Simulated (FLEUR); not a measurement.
# BN (F-43m) in FLEUR: a series of runs, part 2 of 2

FLEUR MaX-R8.1 (later development tree). Earlier steps stand in the parts before.

## (3) Equation of state, SCAN, 5.60 Å³/atom (volume scaled by 0.94)

Changes to inp.xml since step 2:

```diff
@@ -6,3 +6,3 @@
    <calculationSetup>
-      <cutoffs Kmax="5.26" Gmax="16.3" GmaxXC="16.3" numbands="0"/>
+      <cutoffs Kmax="5.41" Gmax="16.8" GmaxXC="16.8" numbands="0"/>
       <scfLoop itmax="60" minDistance="0.00001" maxIterBroyd="15" imix="Anderson" alpha="0.05" precondParam="0.0" spinf="2.0" sdNocoIR="T"/>
@@ -27,3 +27,3 @@
       <xi:include xmlns:xi="http://www.w3.org/2001/XInclude" href="sym.xml"> </xi:include>
-      <bulkLattice scale="1.0">
+      <bulkLattice scale="0.9795861087">
          <bravaisMatrix>
@@ -37,3 +37,3 @@
       <species name="Nitrogen (N)" element="N" atomicNumber="7">
-         <mtSphere radius="1.37" gridPoints="453" logIncrement="0.023"/>
+         <mtSphere radius="1.33" gridPoints="453" logIncrement="0.023"/>
          <atomicCutoffs lmax="8" lnonsphr="6"/>
@@ -51,3 +51,3 @@
       <species name="Boron (B)" element="B" atomicNumber="5">
-         <mtSphere radius="1.37" gridPoints="453" logIncrement="0.022"/>
+         <mtSphere radius="1.33" gridPoints="453" logIncrement="0.022"/>
          <atomicCutoffs lmax="8" lnonsphr="6"/>
```

Potentials or basis: all-electron, FLAPW.

The run is started by

```console
inpgen -f crystal.txt -profile fastHighL
# inp.xml edited to the form shown
fleur_MPI
```

Standard output:

```text
Welcome to FLEUR        (www.flapw.de)
      MaX-Release 8.1          (www.max-centre.eu)
 func_ids         267         263         267         263
 MetaGGA potential functional detected - V_tau will be computed
 Auxiliary Potential for radial basis: exchange=         117  correlation=         130
The functional 'SCAN exchange of Sun, Ruzsinszky, and Perdew' is an exchange functional, it belongs to the 'MGGA' family and is defined in the reference(s):
[1] J. Sun, A. Ruzsinszky, and J. P. Perdew.,  Phys. Rev. Lett. 115, 036402 (2015)
The functional 'SCAN correlation of Sun, Ruzsinszky, and Perdew' is a correlation functional, it belongs to the 'MGGA' family and is defined in the reference(s):
[1] J. Sun, A. Ruzsinszky, and J. P. Perdew.,  Phys. Rev. Lett. 115, 036402 (2015)
 Using same functional for VXC and EXC

 ========== k-point set info ==========
 Selected k-point list: default-1
 k-point list type: mesh
 13 x 13 x 13
[... 35 lines left out ...]
The functional 'Perdew, Burke & Ernzerhof' is a correlation functional, it belongs to the 'GGA' family and is defined in the reference(s):
[1] J. P. Perdew, K. Burke, and M. Ernzerhof.,  Phys. Rev. Lett. 77, 3865 (1996)
[2] J. P. Perdew, K. Burke, and M. Ernzerhof.,  Phys. Rev. Lett. 78, 1396 (1997)
 Using same functional for VXC and EXC
Nuclear radius smaller than smallest radial mesh point for atom type 2 -- skipping its core isomer shift
[... 105 lines left out ...]
[2] J. P. Perdew, K. Burke, and M. Ernzerhof.,  Phys. Rev. Lett. 78, 1396 (1997)
 Using same functional for VXC and EXC
Nuclear radius smaller than smallest radial mesh point for atom type 2 -- skipping its core isomer shift
Nuclear radius smaller than smallest radial mesh point for atom type 2 -- skipping its isomer shift
 Iteration:    15   Distance:       0.00004605 me/bohr^3
The functional 'Hammer, Hansen, and Norskov' is an exchange functional, it belongs to the 'GGA' family and is defined in the reference(s):
[1] B. Hammer, L. B. Hansen, and J. K. Nørskov.,  Phys. Rev. B 59, 7413 (1999)
The functional 'Perdew, Burke & Ernzerhof' is a correlation functional, it belongs to the 'GGA' family and is defined in the reference(s):
[1] J. P. Perdew, K. Burke, and M. Ernzerhof.,  Phys. Rev. Lett. 77, 3865 (1996)
[2] J. P. Perdew, K. Burke, and M. Ernzerhof.,  Phys. Rev. Lett. 78, 1396 (1997)
 Using same functional for VXC and EXC
Nuclear radius smaller than smallest radial mesh point for atom type 2 -- skipping its core isomer shift
Nuclear radius smaller than smallest radial mesh point for atom type 2 -- skipping its isomer shift
 Iteration:    16   Distance:       0.00000921 me/bohr^3

 ********************************************************************
 Run finished successfully
 Stop message:
   all done
 ********************************************************************
```

out.xml (last iteration):

```text
<iteration numberForCurrentRun="   16" overallNumber="   16">
         <energyParameters units="Htr">
            <atomicEP atomType="1" spin="1" branch="2s" branchLowest="-13.38" branchHighest="2.05" value="-0.3509346952"/>
            <atomicEP atomType="1" spin="1" branch="2p" branchLowest="-9.99" branchHighest="2.00" value="-0.0855408589"/>
            <atomicEP atomType="1" spin="1" branch="3d" branchLowest="-9.99" branchHighest="6.96" value="0.1291808926"/>
[... 80 lines left out ...]
               <electronNucleiInteractionDifferentMTs value="26.4468630178"/>
               <MadelungTerm value="-3.6413739444"/>
            </atomTypeDependentContributions>
            <tkbTimesEntropy value="0.0000000000"/>
            <freeEnergy value="-79.7720921417"/>
            <extrapolationTo0K value="-79.7720921417"/>
         </totalEnergy>
         <densityConvergence units="me/bohr^3">
            <chargeDensity spin="1" distance="0.0000092072"/>
         </densityConvergence>
      </iteration>
```

Wall time 29 s (1 thread of Arm Neoverse V2, shared host); peak memory 0.09 GiB.

What came out:

- Free energy: -2170.7092 eV
- Band gap on the k mesh: 5.12 eV, indirect (least direct gap 9.80 eV)
- Valence electrons inside the program's atomic spheres: N 3.27; B 1.04 (radii N 1.33, B 1.33 bohr)

Caveat: the meta-GGA is that of a development version, with a GGA for the radial functions and cores and without core tails; an odd mesh through Γ misses points on the zone boundary, where band edges often lie.

## (4) Equation of state, SCAN, 5.72 Å³/atom (volume scaled by 0.96)

Changes to inp.xml since step 3:

```diff
@@ -27,3 +27,3 @@
       <xi:include xmlns:xi="http://www.w3.org/2001/XInclude" href="sym.xml"> </xi:include>
-      <bulkLattice scale="0.9795861087">
+      <bulkLattice scale="0.9864848297">
          <bravaisMatrix>
```

The run is started by

```console
inpgen -f crystal.txt -profile fastHighL
# inp.xml edited to the form shown
fleur_MPI
```

It took 33 s on 1 thread of Arm Neoverse V2, shared host; peak memory 0.09 GiB.

The run converged. Its results:

| Quantity | Value |
| --- | --- |
| Free energy | -2170.7306 eV |
| Band gap on the k mesh | 5.10 eV, indirect (least direct gap 9.70 eV) |
| Valence electrons inside the program's atomic spheres | N 3.25; B 1.02 (radii N 1.33, B 1.33 bohr) |

Caveat: the meta-GGA is that of a development version, with a GGA for the radial functions and cores and without core tails; an odd mesh through Γ misses points on the zone boundary, where band edges often lie.

## (5) Equation of state, SCAN, 5.96 Å³/atom

Changes to inp.xml since step 4:

```diff
@@ -27,3 +27,3 @@
       <xi:include xmlns:xi="http://www.w3.org/2001/XInclude" href="sym.xml"> </xi:include>
-      <bulkLattice scale="0.9864848297">
+      <bulkLattice scale="1.0000000000">
          <bravaisMatrix>
```

The run is started by

```console
inpgen -f crystal.txt -profile fastHighL
# inp.xml edited to the form shown
fleur_MPI
```

Run time: 35 s. Hardware: 1 thread of Arm Neoverse V2, shared host; peak memory 0.09 GiB.

Results (log left out):

```
Free energy                                           : -2170.7345 eV
Band gap on the k mesh                                : 5.04 eV, indirect (least direct gap 9.49 eV)
Valence electrons inside the program's atomic spheres : N 3.21; B 0.99 (radii N 1.33, B 1.33 bohr)
```

Caveat: the meta-GGA is that of a development version, with a GGA for the radial functions and cores and without core tails; an odd mesh through Γ misses points on the zone boundary, where band edges often lie.

## (6) Equation of state, SCAN, 6.20 Å³/atom (volume scaled by 1.04)

Changes to inp.xml since step 5:

```diff
@@ -27,3 +27,3 @@
       <xi:include xmlns:xi="http://www.w3.org/2001/XInclude" href="sym.xml"> </xi:include>
-      <bulkLattice scale="1.0000000000">
+      <bulkLattice scale="1.0131594038">
          <bravaisMatrix>
```

Potentials or basis: all-electron, FLAPW.

The run is started by

```console
inpgen -f crystal.txt -profile fastHighL
# inp.xml edited to the form shown
fleur_MPI
```

It took 37 s on 1 thread of Arm Neoverse V2, shared host; peak memory 0.09 GiB.

It converged, with:

```yaml
Free_energy: -2170.6939 eV
Band_gap_on_the_k_mesh: 4.99 eV, indirect (least direct gap 9.28 eV)
Valence_electrons_inside_the_program's_atomic_spheres: N 3.18; B 0.96 (radii N 1.33, B 1.33 bohr)
```

Caveat: the meta-GGA is that of a development version, with a GGA for the radial functions and cores and without core tails; an odd mesh through Γ misses points on the zone boundary, where band edges often lie.

## (7) Equation of state, SCAN, 6.32 Å³/atom (volume scaled by 1.06)

Changes to inp.xml since step 6:

```diff
@@ -27,3 +27,3 @@
       <xi:include xmlns:xi="http://www.w3.org/2001/XInclude" href="sym.xml"> </xi:include>
-      <bulkLattice scale="1.0131594038">
+      <bulkLattice scale="1.0196128224">
          <bravaisMatrix>
```

The run is started by

```console
inpgen -f crystal.txt -profile fastHighL
# inp.xml edited to the form shown
fleur_MPI
```

It took 38 s on 1 thread of Arm Neoverse V2, shared host; peak memory 0.09 GiB.

The run converged. Its results:

```yaml
Free_energy: -2170.6598 eV
Band_gap_on_the_k_mesh: 4.96 eV, indirect (least direct gap 9.18 eV)
Valence_electrons_inside_the_program's_atomic_spheres: N 3.17; B 0.94 (radii N 1.33, B 1.33 bohr)
```

Caveat: the meta-GGA is that of a development version, with a GGA for the radial functions and cores and without core tails; an odd mesh through Γ misses points on the zone boundary, where band edges often lie.

## (8) Equation of state, SCAN

This step only gathers the single runs of the series.

Results:

```yaml
Equilibrium_volume: 5.86 Å³/atom
Bulk_modulus: 396 GPa
```

Energy against volume, from the lowest point:
| volume (Å³/atom) | energy (meV/atom) |
| --- | --- |
| 5.602 | 12.64 |
| 5.721 | 1.97 |
| 5.959 | 0.00 |
| 6.198 | 20.31 |
| 6.317 | 37.36 |

Caveat: the meta-GGA is that of a development version, with a GGA for the radial functions and cores and without core tails.

## (9) How close it comes

Step 2. Against the measured gap of BN, 6.4 eV (indirect; 300 K; a printed reference work, monograph), the calculated 4.96 eV is off by -1.44 eV. The value is that of SCAN, without temperature or zero-point motion. The cell is a database's relaxed one, not the measured one, which moves gaps too.

Step 8. A measured bulk modulus of BN is 395 GPa (300 K; quoted in “Effect of nanostructuration on compressibility of cubic BN”, 2012, arxiv:1208.3664); the calculated 396 GPa misses it by +0.4 %. The fit is for a static lattice scaled at fixed shape and fixed fractional positions.
